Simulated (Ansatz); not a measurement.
# TaN: the cost of one run

Computed with Ansatz 0.2.0 (DFT PBE, scalar-relativistic, plane waves, PAW, unless a step's input says otherwise).

2 further runs of the same task are left out: 2 set aside as unsound or not needed.

## (1) The structure to begin with

Symmetry: P-62m, No. 189, hexagonal system. Conventional cell: a = 5.226 Å, b = 5.226 Å, c = 2.923 Å, α = 90.00°, β = 90.00°, γ = 120.00°. Around Ta (site symmetry -6) lie 6 N at 2.17 Å. Ta (site symmetry -62m) has 3 N at 2.05 Å as nearest neighbours. Around N (site symmetry m2m) lie 5 Ta at 2.05 to 2.17 Å.

Coordinates:

```xyz
6
Lattice="5.2259 0.0000 0.0000 -2.6129 4.5258 0.0000 0.0000 0.0000 2.9226" Properties=species:S:1:pos:R:3 pbc="T T T"
Ta    0.0000    3.0172    1.4613
Ta    2.6129    1.5086    1.4613
Ta    0.0000    0.0000    0.0000
N     2.0511    0.0000    0.0000
N     1.5874    2.7494    0.0000
N    -1.0256    1.7763    0.0000
```

It is the result of an earlier relaxation at this level (volume 11.52 Å³/atom; gap on the mesh: none (metal)).

## (2) Bulk reference on the slab's mesh

input.yaml

```yaml
crystal:
  lattice:
    - [2.9226469588, 0.0, 0.0]
    - [0.0, 5.2258908357, 0.0]
    - [0.0, -2.6129454179, 4.5257542211]
  atoms:
    - { symbol: Ta, position: [0.5, 0.6666666667, 0.3333333333] }
    - { symbol: Ta, position: [0.5, 0.3333333333, 0.6666666667] }
    - { symbol: Ta, position: [0.0, 0.0, 0.0] }
    - { symbol: "N", position: [0.0, 0.0, 0.3924947651] }
    - { symbol: "N", position: [0.0, 0.6075052349, 0.6075052349] }
    - { symbol: "N", position: [0.0, 0.3924947651, 0.0] }
basis:
  ecutwfc: 420
kpoints:
  mp_grid: { grid: [12, 7, 8] }
hamiltonian:
  xc: pbe
scf:
  occupations: { method: gaussian, width: 0.1 }
output:
  forces: true
  stress: true
  eigenvalues: true
```

Started as:

```sh
> ansatz run input.yaml --threads 1 --pin off --max-ram 2560MiB --backend cpu --events-out ev --progress --plain --runs-dir out
```

Q: Estimate wall time and peak memory on 1 thread of Intel Xeon Platinum 8488C (Sapphire Rapids), shared host.

About 29 s, with a peak of 0.6 GiB.
